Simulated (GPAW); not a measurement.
## free-standing square Cr monolayer, spacing 2.56 A: one coupling from two orders, and a test

Can a spin model with one coupling foretell the energy of a further order of free-standing square Cr monolayer, spacing 2.56 A?

Method: LDA; plane waves with GPAW's PAW setups, scalar-relativistic, in GPAW 26.7.0.

### Step 1. The starting structure

The cell holds 1 atom: 1 Cr. Its edges and angles: a = 2.560 Å, b = 2.560 Å, c = 14.000 Å, α = 90.0°, β = 90.0°, γ = 90.0°. model lattice. Vacuum lies along c.

### Step 2. The parallel order

All energies count from this run.

The input, order1.py:

```python
import json
import numpy as np
from ase import Atoms
from ase.parallel import paropen, parprint
from gpaw import GPAW

atoms = Atoms(['Cr'],
    cell=[[2.56, 0.0, 0.0],
         [0.0, 2.56, 0.0],
         [0.0, 0.0, 14.0]],
    scaled_positions=[[0.0, 0.0, 0.5]],
    pbc=True,
    magmoms=[2.5])
atoms.calc = GPAW(mode={'name': 'pw', 'ecut': 550},
    xc='LDA',
    kpts={'size': (10, 10, 1), 'gamma': True},
    occupations={'name': 'fermi-dirac', 'width': 0.05},
    convergence={'density': 1e-05, 'energy': 1e-05},
    maxiter=200,
    symmetry={'tolerance': 1e-4},
    txt='order1.txt')
e = atoms.get_potential_energy(force_consistent=True)
res = {'free_energy': e, 'energy_sigma0': atoms.get_potential_energy(), 'fermi_energy': atoms.calc.get_fermi_level()}
res['moments'] = atoms.get_magnetic_moments().tolist()
res['total'] = atoms.get_magnetic_moment()
parprint('site moments (muB):', np.round(res['moments'], 3))
parprint(f"total moment: {res['total']:.3f} muB")
parprint(f'free energy: {e:.6f} eV')
atoms.calc.write('order1.gpw')
n = atoms.calc.get_pseudo_density()
up, down = (atoms.calc.get_pseudo_density(spin=i) for i in (0, 1))
np.savez('grids.npz', density=n, spin=up - down)
with paropen('results.json', 'w') as f:
    json.dump(res, f)
```

Launch:

```console
> OMP_NUM_THREADS=1 python3 order1.py > order1.log
```

Output:

```text
site moments (muB): [2.887]
total moment: 3.584 muB
free energy: -7.019772 eV

--- order1.txt ---
Input parameters:
  mode=PW(ecut=550),
  convergence={'density': 1e-05, 'energy': 1e-05},
  kpts=MonkhorstPack(size=(10, 10, 1), gamma=True),
  maxiter=200,
  occupations=Occupations(name='fermi-dirac', width=0.05),
  symmetry=Symmetry(tolerance=0.0001),
  xc=XC(name='LDA')

Diagonalizing LCAO Hamiltonian
[...]
|          3 |        -2.469 |     0.996 |        -1.373 |     0.000 |
|          4 |        -2.192 |     0.489 |         0.755 |     0.000 |
|          5 |        -2.192 |     0.489 |         0.755 |     0.000 |
|          6 |        -1.303 |     0.000 |         1.049 |     0.000 |
|          7 |         1.582 |     0.000 |         1.867 |     0.000 |
|          8 |         2.602 |     0.000 |         2.848 |     0.000 |

No gap
No difference between direct/indirect transitions


[key lines of the parts left out:]
Free energy:      -7.019772
Converged in 25 steps
dipole moment: (-6.188680, -6.188680, 0.000077)  # |e|*Ang
Fermi level: -2.194
```

Wall time 34 s (1 MPI rank of Intel Xeon Platinum 8259CL at 2.50GHz (Skylake/Cascade Lake), shared host); peak memory 0.18 GiB.

Spin moment in the augmentation sphere by atom:

```tsv
atom	spin moment in the augmentation sphere (μB)
Cr1	2.89
```

Numbers from this step:

* magnetization: 3.584 μB
* final state: ferromagnetic

After 25 cycles the largest moment stands at 2.89 μB.

### Step 3. The orders used for the fit

The other orders were run with the same settings, on meshes that hold the same points. Free energies (smearing 0.05 eV, its entropy term included) are divided by the number of Cr atoms; q is in fractions of the reciprocal vectors of the first run's cell.

```tsv
order	atoms	mesh	free energy (eV)	eV per Cr	largest moment (μB)
F +	1	10×10×1	-7.0198	-7.0198	2.89
AF q=(0,1/2,0) +-	2	10×5×1	-14.9571	-7.4785	3.17
```

### Step 4. Counting neighbours

With E = −Σ J e_i·e_j over ordered pairs of unit vectors, turning a neighbour from parallel to opposed costs 2J a Cr atom. So an order lies 2 Σ n J over the parallel one, n being the opposed neighbours in each shell.

```tsv
shell	distance (Å)	neighbours	opposed in AF q=(0,1/2,0) +-	opposed in AF q=(1/2,1/2,0) +-
J1	2.56	4	2	4
J2	3.62	4	4	0
```

Only J1 is kept.

### Step 5. Solving

```
2 × 2 × J1 = -458.77 meV    (AF q=(0,1/2,0) +-)
J1 = -114.69 meV
```

### Step 6. The test

The couplings now give the orders that were left out:

```
2 × 4 × (-114.69) = -917.52 meV    (AF q=(1/2,1/2,0) +-)
```

The runs themselves:

```tsv
order	atoms	mesh	free energy (eV)	eV per Cr	largest moment (μB)	over the parallel order (meV)	foretold (meV)
AF q=(1/2,1/2,0) +-	2	5×10×1	-15.5269	-7.7634	3.18	-743.67	-917.52
```

### Step 7. One more shell

The miss asks for the next shell, which takes one more order into the fit and leaves none for a test.

```
2 × 2 × J1 + 2 × 4 × J2 = -458.77 meV    (AF q=(0,1/2,0) +-)
2 × 4 × J1 = -743.67 meV    (AF q=(1/2,1/2,0) +-)
J1 = -92.96 meV
J2 = -10.87 meV
```

### Step 8. Results

```json
{
 "J1 (Cr–Cr at 2.56 Å)": "-115 meV",
 "largest miss on the orders left out": "174 meV",
 "J1 with 2 shells": "-93.0 meV",
 "J2 with 2 shells": "-10.9 meV"
}
```

What this shows: The model misses the order left out by 174 meV, 23 % of the span of the orders, so it holds only roughly. With the next shell added the couplings are J1 = -92.96 and J2 = -10.87 meV, untested. The first dropped shell that the test feels is J2 at 3.62 Å. The site moments spread by 9.3 % over the orders, so moments are not rigid and part of the miss lies outside a spin model. In a metal couplings reach far, and the mesh was not tested. The couplings are effective ones: further shells with opposed neighbours are folded into them or show in the miss. No mean-field temperature is given: it needs a model that holds, an unfrustrated order and couplings in all three dimensions.

[Logs and program files are shortened in this print: banners, set-up blocks, solver, clock and traceback lines can be left out without a mark of their own.]

[Logs are printed without paths, hosts, clocks, repeated set-up lines and the standing remarks that a program may print on its own settings, such as how far it seeks lower states.]

[Hosts, paths, dates, database ids (printed as entryN), source tags and the programs' standing remarks are cut or masked in the printed files.]

[Where a cell is said to come from a database of computed structures, the database is the Materials Project.]
